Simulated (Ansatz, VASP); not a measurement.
**Cross-check of Si (Si strained to the junction's net) between VASP and Ansatz**

Aim: how closely do two programs agree when they are given the same cell, functional and k mesh? The structure shown is the end of the Ansatz relaxation below.

Calculated with Ansatz 0.2.0; plane waves, with VASP 6.6.1 beside it; single point at PBE with D3(BJ).

## (1) Set-up

The structure is trigonal, space group R-3m (No. 166). The conventional cell has a = 3.868 Å, b = 3.868 Å, c = 9.355 Å, α = 90.00°, β = 90.00°, γ = 120.00°. Nearest to Si lie 4 Si at 2.35 to 2.36 Å.

## (2) Ansatz: relaxation, PBE with D3(BJ)

Ansatz runs on its default PAW (the set named soft_2) files.

This run makes the geometry at which the two programs are then compared.

input.yaml reads:

```yaml
crystal:
  lattice:
    - [3.868, 0.0, 0.0]
    - [-1.934, 3.3497862618, 0.0]
    - [0.0, 0.0, 9.474102032]
  atoms:
    - { symbol: Si, position: [0.0, 0.0, 0.0] }
    - { symbol: Si, position: [0.0, 0.0, 0.25] }
    - { symbol: Si, position: [0.3333333333, 0.6666666667, 0.3333333333] }
    - { symbol: Si, position: [0.3333333333, 0.6666666667, 0.5833333333] }
    - { symbol: Si, position: [0.6666666667, 0.3333333333, 0.6666666667] }
    - { symbol: Si, position: [0.6666666667, 0.3333333333, 0.9166666667] }
kpoints:
  mp_grid: { grid: [12, 12, 3] }
scf:
  occupations: { method: fermi_dirac, width: 0.1 }
  max_iter: 150
hamiltonian:
  xc: pbe
  dispersion: d3bj
relax:
  f_tol: 0.01
  max_steps: 40
  cell: { fix: [a, b, angles] }
```

On the command line:

```console
$ ansatz run input.yaml --threads 4 --pin off --max-ram 16384MiB --backend cpu --events-out ev --progress --plain --runs-dir out
```

Numbers of over 12 decimals in the logs are rounded to 6 here.

The program printed:

```text
Engine: ansatz 0.2.0, aarch64-unknown-linux-gnu
Pseudopotentials: kind: paw
Pseudopotential: Si, paw, valence charge 4, recommended cutoff 420 eV (normal), Si.paw.azcp
Functional definition: PBE
  parameter kappa = 0.804
  parameter beta = 0.066725
  exchange = pbe_x(kappa = kappa, mu = beta*pi^2/3)
  correlation = pbe_c(beta = beta)
Crystal: 6 atoms, lattice volume = 122.756 Å³
Basis set: ecut = 420 eV, 2431 PW (Γ), exchange–correlation on 54×54×128 points (8 copies of the dense FFT grid, shifted against one another)
Bands: 18, of which v1, the nominal top of the filled ones, is band 12 counted from 1 (11 counted from 0)
Symmetry: 36 space group operations
Space group: R-3m (ITA 166), of the structure as read, at distance tolerance 5.0e-5 Å
k-points: 50 of 432
Non-local potential: Si, projectors of the file, l = 0: 2, l = 1: 2, l = 2: 2
PAW form: soft (Blöchl's): semilocal exchange-correlation on the pseudo side does not see the compensation charge
PAW one-centre angular grid: Si, 110 points (default); XC on 64 Gauss nodes
Initial density: superposition of atomic densities (neutral atoms: chi_scale 0, normalization atom), corrected by the library's trained network
Initial wavefunctions: pseudopotential atomic-orbital guess
Functional: x = pbe(κ = 0.804, μ = 0.219515), c = pbe(β = 0.066725)
SCF iter   1: F=—  HF=-3816.706091 eV  |F-HF|=—  |Δ(HF+E_count)|=         —  Δρ=1.29e-3  dr2=1.36e-3  ethr=1.77e-3  ⟨swp⟩=6.6  Hψ=5602  notcnv=0
preconditioner: auto → Resta (q_TF=auto, 2.079 Å⁻¹)  ε∞=5.4  [insulator: Δε(μ)=0.737 eV  Ē_g=7.830 eV  σ=0.100 eV  W_gap=0.95  n_scr=24 (ndim 8)  ℏωp=16.4 eV  f_vac=0.000  D(μ)=0.04/eV (n_scr^D=0)  ε∞_Penn≈5.4]
SCF iter   2: F=—  HF=-3816.707039 eV  |F-HF|=—  |Δ(HF+E_count)|=   9.48e-4  Δρ=6.96e-4  dr2=4.14e-4  ethr=5.68e-6  ⟨swp⟩=2.3  Hψ=1814  notcnv=0
SCF iter   3: F=—  HF=-3816.707194 eV  |F-HF|=—  |Δ(HF+E_count)|=   1.56e-4  Δρ=8.37e-5  dr2=1.12e-5  ethr=1.73e-6  ⟨swp⟩=2.0  Hψ=1500  notcnv=0
SCF iter   4: F=—  HF=-3816.707205 eV  |F-HF|=—  |Δ(HF+E_count)|=   1.06e-5  Δρ=2.15e-5  dr2=9.43e-7  ethr=4.66e-8  ⟨swp⟩=2.0  Hψ=1500  notcnv=0
iter 5 did not close the SCF: its close was put off for the readings that it lacked (scf_convergence_deferred on its scf_iter line)
SCF iter   5: F=-3816.707206 eV  HF=-3816.707206 eV  |F-HF|=2.62e-8  |Δ(HF+E_count)|=   9.27e-7  Δρ=4.84e-6  dr2=1.59e-8  ethr=3.93e-9  ⟨swp⟩=2.0  Hψ=1496  notcnv=0
SCF iter   6: F=-3816.707206 eV  HF=-3816.707206 eV  |F-HF|=8.87e-11  |Δ(HF+E_count)|=   3.07e-8  Δρ=1.61e-6  dr2=2.12e-9  ethr=6.62e-11  ⟨swp⟩=2.1  Hψ=3017  notcnv=0
SCF 1 converged in 6 iterations: F = -3816.707206 eV  dr2 = 2.12e-9
  greatest PAW one-centre occupation: 0.633 electrons in one spin orbital (limit 2), on the Si atom at site 5 (counted from 0), in its partial waves of l = 0
relax step   1: F+E_penalty+E_count = -3816.70720598 eV  Δ(F+E_penalty+E_count) = +0.000e0 eV  max|allowed force component| = 7.098e-4 eV/Å  Δτ_max = 0.0000 Å  P = -2.300 GPa  Ω = 122.756 Å³  fix = [a, b, alpha, beta, gamma]  reactions: a -2.298, b -2.298 GPa  (6 SCF iters, dr2 threshold 1.00e-7 eV, accepted)
[...]
relax step   2: F+E_penalty+E_count = -3816.71828162 eV  Δ(F+E_penalty+E_count) = -1.108e-2 eV  max|allowed force component| = 5.546e-2 eV/Å  Δτ_max = 0.0077 Å  P = -1.243 GPa  Ω = 121.186 Å³  energy of the carried Pulay correction = +2.126e-4 eV  fix = [a, b, alpha, beta, gamma]  reactions: a -1.782, b -1.782 GPa  (5 SCF iters, dr2 threshold 6.00e-7 eV, accepted)
[...]
relax step   3: F+E_penalty+E_count = -3816.71861603 eV  Δ(F+E_penalty+E_count) = -3.344e-4 eV  max|allowed force component| = 1.198e-2 eV/Å  Δτ_max = 0.0018 Å  P = -1.255 GPa  Ω = 121.212 Å³  energy of the carried Pulay correction = +2.091e-4 eV  fix = [a, b, alpha, beta, gamma]  reactions: a -1.860, b -1.860 GPa  (3 SCF iters, dr2 threshold 1.92e-7 eV, accepted)
[...]
relax step   4: F+E_penalty+E_count = -3816.71863267 eV  Δ(F+E_penalty+E_count) = -1.663e-5 eV  max|allowed force component| = 1.261e-4 eV/Å  Δτ_max = 0.0004 Å  P = -1.253 GPa  Ω = 121.210 Å³  energy of the carried Pulay correction = +2.094e-4 eV  fix = [a, b, alpha, beta, gamma]  reactions: a -1.878, b -1.878 GPa  (3 SCF iters, dr2 threshold 8.97e-9 eV, accepted)
[...]
relax step   5: F+E_penalty+E_count = -3816.71844694 eV  Δ(F+E_penalty+E_count) = +1.857e-4 eV  max|allowed force component| = 9.812e-5 eV/Å  Δτ_max = 0.0000 Å  P = -1.255 GPa  Ω = 121.210 Å³  fix = [a, b, alpha, beta, gamma]  reactions: a -1.880, b -1.880 GPa  stress off target by 7.04e-3 GPa on what of the cell is left free  SCF on the basis re-selected at this cell (its energy is not comparable with the rows above)  (4 SCF iters)
basis re-selected at this cell: Δ(F+E_penalty+E_count) = +1.857e-4 eV, ΔP = -0.003 GPa vs the last step (what re-selecting the basis moved, of the pressure what is left beyond the Pulay correction that the steps carried, after the strain that the cell walked since its last selection, with what the two solves' SCF thresholds leave and, on support functions, any second-order correction that the steps lacked; it is no m [...]
SCF converged after 4 iterations
Free energy (F): -3816.718447 eV
Harris-Foulkes:  -3816.718447 eV  (|F-HF|=6.91e-11)
Internal energy: -3816.715791 eV  (E = F + TS)
E sigma→0 (E₀):  -3816.717119 eV
Entropy (-TS):   -0.002656 eV (-0.443 meV/atom)
Fermi energy:    6.444853 eV
--- Per-component energies (eV) ---
  E_band       = 26.337362
  E_kinetic    = 241.634332
  E_local      = -166.079623  (includes V_loc(G=0)·N_el)
  E_nonlocal   = 155.730649
  E_hartree    = 45.053883
  E_xc         = -330.911956
  E_vxc        = -280.174338  (∫ρ·V_xc dr)
  E_paw        = -3076.727732  (= ΣΔE_a)
  E_vpaw       = -14.881490  (= ΣTr[D̂ρ^β])
  E_aug_tail   = 0.000037  (compensation charges beyond the density's cutoff)
  E_ewald      = -683.546617
  E_disp       = -1.868764  (pairwise vdW)
  E_smearing   = -0.002656  (= −TS)
  E_closure    = 0.000000  (closes the sum)
  Σ components = -3816.718447   (vs F -3816.718447, Δ=0.00e0)
--- Forces (eV/Å), atoms counted from 1 ---
  atom   1  Si     0.00000000     0.00000000     0.00009812
  atom   2  Si    -0.00000000    -0.00000000    -0.00009812
  atom   3  Si    -0.00000000     0.00000000     0.00009812
  atom   4  Si     0.00000000    -0.00000000    -0.00009812
  atom   5  Si    -0.00000000     0.00000000     0.00009812
  atom   6  Si     0.00000000    -0.00000000    -0.00009812
  max |Σ_I F_I| component: 8.33e-17 eV/Å
--- Stress (GPa, compression-positive) ---
       -1.879640      -0.000000      -0.000000
        0.000000      -1.879640      -0.000000
       -0.000000      -0.000000      -0.007041
  P = ⅓ Tr σ = -1.2554 GPa (-12.554 kbar)
--- Relaxed structure (4 steps of the walk, 4 accepted, 1 SCFs on fresh bases) ---
  F+E_penalty+E_count = -3816.71844694 eV   max|allowed force component| = 9.812e-5 eV/Å   (the final SCF, on the basis selected at the relaxed cell)
  cell:  # Å, volume = 121.2100 Å³
    - [3.868000, 0, 0]
    - [-1.934000, 3.349786, 0]
    - [0, 0, 9.354809]
  atoms:
    - { symbol: Si, position: [-1.0521212762254084e-19, 0, -0.000580357] }
    - { symbol: Si, position: [1.0521212762254078e-19, 0, 0.250580] }
    - { symbol: Si, position: [0.333333, 0.666667, 0.332753] }
    - { symbol: Si, position: [0.333333, 0.666667, 0.583914] }
    - { symbol: Si, position: [0.666667, 0.333333, 0.666086] }
    - { symbol: Si, position: [0.666667, 0.333333, 0.917247] }
```

## (3) VASP: single point, PBE with D3(BJ)

The same cell, functional, mesh and smearing now go to VASP, with its own data sets.

Lines of VASP's logs that name or quote its potential files are left out, and so is its time.

INCAR reads:

```
SYSTEM = Si
PREC = Accurate
ENCUT = 500
EDIFF = 1E-06
NELM = 120
ISMEAR = -1
SIGMA = 0.1
LREAL = .FALSE.
ALGO = Normal
GGA = PE
IVDW = 12
NBANDS = 18
LORBIT = 11
LWAVE = .FALSE.
LCHARG = .FALSE.
ISIF = 2
LASPH = .TRUE.
GGA_COMPAT = .FALSE.
EFERMI = MIDGAP
KPAR = 2
```

POSCAR reads:

```
Si
1.0
    3.8680000000      0.0000000000      0.0000000000
   -1.9340000000      3.3497862618      0.0000000000
    0.0000000000      0.0000000000      9.3548086663
Si
6
Direct
    0.0000000000      0.0000000000      0.9994196430
    0.0000000000      0.0000000000      0.2505803570
    0.3333333333      0.6666666667      0.3327529763
    0.3333333333      0.6666666667      0.5839136904
    0.6666666667      0.3333333333      0.6660863096
    0.6666666667      0.3333333333      0.9172470237
```

KPOINTS reads:

```
Automatic mesh
0
Gamma
12 12 3
0 0 0
```

The projector-augmented-wave data sets are Si (PBE family, release 64).

On the command line:

```console
$ mpirun -np 2 vasp_std
```

The program printed:

```text
[banner, memory and clock lines left out]
running    2 mpi-ranks, on    1 nodes
 distrk:  each k-point on    1 cores,    2 groups
 distr:  one band on    1 cores,    1 groups

 POSCAR found type information on POSCAR Si
 POSCAR found :  1 types and       6 ions
 LDA part: xc-table for (Slater+PW92), standard interpolation
 POSCAR, INCAR and KPOINTS ok, starting setup
 FFT: planning ... GRIDC
 FFT: planning ... GRID_SOFT
 FFT: planning ... GRID
 WAVECAR not read
 entering main loop
       N       E                     dE             d eps       ncg     rms          rms(c)
DAV:   1     0.486599729899E+02    0.48660E+02   -0.90674E+03  1800   0.104E+03
DAV:   2    -0.297203034733E+02   -0.78380E+02   -0.76345E+02  2316   0.148E+02
DAV:   3    -0.330241827606E+02   -0.33039E+01   -0.32838E+01  2362   0.297E+01
DAV:   4    -0.330638502873E+02   -0.39668E-01   -0.39612E-01  2494   0.397E+00
DAV:   5    -0.330644953758E+02   -0.64509E-03   -0.64479E-03  2370   0.463E-01    0.836E+00
DAV:   6    -0.327008369584E+02    0.36366E+00   -0.19403E-01  2162   0.198E+00    0.512E+00
DAV:   7    -0.325358881139E+02    0.16495E+00   -0.41381E-01  2074   0.303E+00    0.299E-01
DAV:   8    -0.325381413653E+02   -0.22533E-02   -0.21151E-02  2186   0.769E-01    0.117E-01
DAV:   9    -0.325388129025E+02   -0.67154E-03   -0.86763E-04  2432   0.183E-01    0.934E-02
DAV:  10    -0.325389831208E+02   -0.17022E-03   -0.21959E-04  2096   0.801E-02    0.176E-02
DAV:  11    -0.325389832080E+02   -0.87153E-07   -0.51078E-06  2578   0.129E-02
   1 F= -.34407319E+02 E0= -.34405999E+02  d E =-.263985E-02
```

Parts of OUTCAR (step 3):

```text
ion  position               nearest neighbor table
   1  0.000  0.000  0.999-   2 2.35   6 2.36   6 2.36   6 2.36
   2  0.000  0.000  0.251-   1 2.35   3 2.36   3 2.36   3 2.36
   3  0.333  0.667  0.333-   4 2.35   2 2.36   2 2.36   2 2.36
   4  0.333  0.667  0.584-   3 2.35   5 2.36   5 2.36   5 2.36
   5  0.667  0.333  0.666-   6 2.35   4 2.36   4 2.36   4 2.36
   6  0.667  0.333  0.917-   5 2.35   1 2.36   1 2.36   1 2.36

  LATTYP: Found a hexagonal cell.
 ALAT       =     3.8680000000
 C/A-ratio  =     2.4185130988

 Subroutine GETGRP returns: Found 12 space group operations
 (whereof  6 operations were pure point group operations)

The static configuration has the point symmetry C_3v.
 The point group associated with its full space group is D_3d.

 Found     50 irreducible k-points:

   k-points           NKPTS =     50   k-points in BZ     NKDIM =     50   number of bands    NBANDS=     18

   dimension x,y,z NGX =    28 NGY =   28 NGZ =   70
   dimension x,y,z NGXF=    56 NGYF=   56 NGZF=  140

   ENCUT  =  500.0 eV  36.75 Ry    6.06 a.u.   7.05  7.05 17.06*2*pi/ulx,y,z

   NELECT =      24.0000    total number of electrons

 k-points in reciprocal lattice and weights: Automatic mesh
   0.00000000  0.00000000  0.00000000       0.002
   0.08333333  0.00000000  0.00000000       0.014
   0.16666667 -0.00000000  0.00000000       0.014
   0.25000000 -0.00000000  0.00000000       0.014
   0.33333333 -0.00000000  0.00000000       0.014
   0.41666667 -0.00000000  0.00000000       0.014
   0.50000000 -0.00000000  0.00000000       0.007
   0.08333333  0.08333333  0.00000000       0.014
   0.16666667  0.08333333  0.00000000       0.028
[...]
-0.25000000 -0.41666667  0.33333333       0.028
   0.33333333  0.33333333  0.33333333       0.009

 average (electrostatic) potential at core
       1 -83.3519       2 -83.3519       3 -83.3519       4 -83.3519       5 -83.3519
       6 -83.3519

 E-fermi :   6.0459

 k-point     1 :       0.0000    0.0000    0.0000
  band No.  band energies     occupation
    ...
      8       4.6764      2.00000
      9       4.6764      2.00000
     10       5.6959      1.94136
     11       5.6959      1.94136
     12       5.8120      1.82403
     13       7.3450      0.00000
     14       7.3450      0.00000
     15       8.2511      0.00000
     16       8.2511      0.00000
     17       8.3564      0.00000
    ...

 k-point     2 :       0.0833    0.0000    0.0000
  band No.  band energies     occupation
    ...
      8       4.3199      2.00000
      9       4.7877      1.99999
     10       4.9747      1.99996
     11       5.4826      1.99287
     12       5.6853      1.94712
     13       7.8334      0.00000
     14       7.8599      0.00000
     15       8.2699      0.00000
     16       8.5439      0.00000
     17       8.5959      0.00000
    ...

 k-point     3 :       0.1667   -0.0000    0.0000
  band No.  band energies     occupation
    ...
      8       3.6576      2.00000
      9       3.8711      2.00000
     10       4.6407      2.00000
     11       5.0456      1.99991
     12       5.3397      1.99829
     13       7.6830      0.00000
     14       8.2325      0.00000
     15       8.3136      0.00000
     16       8.8257      0.00000
     17       9.1705      0.00000
    ...

 Edisp (eV)   -1.86834

  Total      -1.48113    -1.48113    -0.05881     0.00000     0.00000     0.00000
  in kB     -19.57792   -19.57792    -0.77736     0.00000     0.00000     0.00000
  external pressure =      -13.31 kB  Pullay stress =        0.00 kB

  energy-cutoff  :      500.00
  volume of cell :      121.21
      direct lattice vectors                 reciprocal lattice vectors
     3.868000000  0.000000000  0.000000000     0.258531541  0.149263255  0.000000000
    -1.934000000  3.349786262  0.000000000     0.000000000  0.298526509  0.000000000
     0.000000000  0.000000000  9.354808666     0.000000000  0.000000000  0.106896895

 POSITION                                       TOTAL-FORCE (eV/Angst)
 -----------------------------------------------------------------------------------
      0.00000      0.00000      9.34938        -0.000000     -0.000000      0.000721
      0.00000      0.00000      2.34413        -0.000000      0.000000     -0.000721
     -0.00000      2.23319      3.11284        -0.000000     -0.000000      0.000721
     -0.00000      2.23319      5.46240         0.000000      0.000000     -0.000721
      1.93400      1.11660      6.23111         0.000000     -0.000000      0.000721
      1.93400      1.11660      8.58067         0.000000      0.000000     -0.000721
 -----------------------------------------------------------------------------------
    total drift:                               -0.000000     -0.000000     -0.000000

  FREE ENERGIE OF THE ION-ELECTRON SYSTEM (eV)
  ---------------------------------------------------
  free  energy   TOTEN  =       -34.4073194047 eV

  energy  without entropy=      -34.4046795536  energy(sigma->0) =      -34.40599948

 total charge
# of ion       s       p       d       tot
------------------------------------------
    1        0.751   0.936   0.000   1.687
    2        0.751   0.936   0.000   1.687
    3        0.751   0.936   0.000   1.687
    4        0.751   0.936   0.000   1.687
    5        0.751   0.936   0.000   1.687
    6        0.751   0.936   0.000   1.687
--------------------------------------------------
tot          4.506   5.615   0.000  10.121

[... 3 further parts left out ...]
```

The run ends at a pressure of -1.33 GPa, with forces up to 7.2e-4 eV/Å.

## (4) Side by side

Known differences besides the potentials themselves: the cutoff is 420 eV in Ansatz and 500 eV in VASP; Ansatz's pressure holds a Pulay correction, VASP's none. Total energies have different zeros and are not compared.

Compared:

```csv
quantity,Ansatz,VASP,difference
pressure (GPa),-1.26,-1.33,+0.08
gap on the k mesh (eV),0.588,0.589,-0.001
```

A gap on the mesh is an upper bound, since the band edges may lie between its points.

## (5) Summary of results

| Quantity | Value |
| --- | --- |
| difference in gap on the k mesh (single point, PBE with D3(BJ)) | -0.0011 eV |

In words: The difference in gap on the k mesh is -0.0011 eV (single point, PBE with D3(BJ)), within the 0.08 eV picked in this series as the mark of a large difference. How closely two codes agree says nothing of how well the functional describes the real material.

[Lines on the potential files, build, host, timing and source positions are cut from VASP's logs without a mark.]

[Logs are printed without paths, hosts, clocks, repeated set-up lines and the standing remarks that a program may print on its own settings, such as how far it seeks lower states.]

[Hosts, paths, dates, database ids (printed as entryN), source tags and the programs' standing remarks are cut or masked in the printed files.]
